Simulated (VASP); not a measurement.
Be: band structure with revPBE

Crystal: Be.

```
Be
1.0
     0.00000    1.57905    1.57905
     1.57905    0.00000    1.57905
     1.57905    1.57905    0.00000
Be
1
Direct
  0.00000 0.00000 0.00000
```

The cell was built by a generator and needn't be a form met in nature.

* Program: VASP 6.6.1
* Task: band structure
* Functional: revPBE
* Potentials or basis: VASP PAW PBE potentials, release 64 (Be)
* Cutoff: 520 eV
* k mesh: 14 × 14 × 14
* Occupations: fermi-dirac, width 0.05 eV
* Spin: no spin polarisation
* Further INCAR settings: ALGO = Normal; EDIFF = 1e-07

* Pressure: 2.6 GPa
* Band gap along the path: none (metal or under the smearing width)

Levels at the corners of the path, in eV from the Fermi level:
```
point  band 1  band 2  band 3  band 4
    Γ  -11.88   19.66   19.66   19.66
    X   -2.61    3.83    9.65    9.65
    X   -2.61    3.83    9.65    9.65
    W    1.02    1.02    3.16   10.27
    W    1.02    1.02    3.16   10.27
    K   -0.79    0.47    6.63   11.30
    K   -0.79    0.47    6.63   11.30
    Γ  -11.88   19.66   19.66   19.66
    Γ  -11.88   19.66   19.66   19.66
    L   -5.25    0.02   16.69   16.69
    L   -5.25    0.02   16.69   16.69
    U   -0.79    0.47    6.63   11.30
    U   -0.79    0.47    6.63   11.30
    W    1.02    1.02    3.16   10.27
    W    1.02    1.02    3.16   10.27
    L   -5.25    0.02   16.69   16.69
    L   -5.25    0.02   16.69   16.69
    K   -0.79    0.47    6.63   11.30
    U   -0.79    0.47    6.63   11.30
    X   -2.61    3.83    9.65    9.65
```

Wall time 3.3 s on 1 thread of AMD EPYC 9R45 96-Core Processor (Zen 5), with other jobs on the host, peak memory 0.08 GiB.

Caveat: the PAW data sets were made with another functional, which shifts forces and pressure a little.
